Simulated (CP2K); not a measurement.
La under changes of volume

One of the cells (38.320 Å³/atom); the others are scaled copies at fixed shape and fractional positions:

```
La
1.0
     3.67858    0.00000    0.00000
    -1.22619    3.46820    0.00000
    -1.22619   -1.73410    3.00355
La
1
Direct
  0.00000 0.00000 0.00000
```

This isn't the form of La at room conditions, which is double hcp.

```yaml
Program: CP2K 2026.2
Functional: LDA
Potentials_or_basis: GTH_POTENTIALS La GTH-PADE-q11; TZVP-MOLOPT-SR-GTH basis
Density_cutoff: 6123 eV
k_mesh: 9 × 9 × 9
Occupations: fermi-dirac, width 0.01 eV
Spin: no spin polarisation
```

```tsv
volume (Å³/atom)	energy over the lowest point (meV/atom)	pressure (GPa)
36.020	0.00	-1.5
36.787	8.32	-2.0
37.553	?	?
38.320	32.92	-3.1
39.086	48.89	-3.6
39.852	67.00	-4.0
40.619	87.05	-4.4
```

Question: What does the run at 37.553 Å³/atom give?

Answer: Energy over the lowest point 19.33 meV/atom; pressure -2.6 GPa.

Worked out: A Birch-Murnaghan fit of order 3 (a polynomial in V^(-2/3)) to the other rows has no minimum within the range. It gives 19.34 meV/atom at 37.553 Å³/atom, against the run's 19.33, and -dE/dV = -2.6 GPa, against -2.6.

Energies are extrapolated to zero smearing.

Caveats: the basis of atomic orbitals isn't converged, which shifts pressures, moduli and gaps.
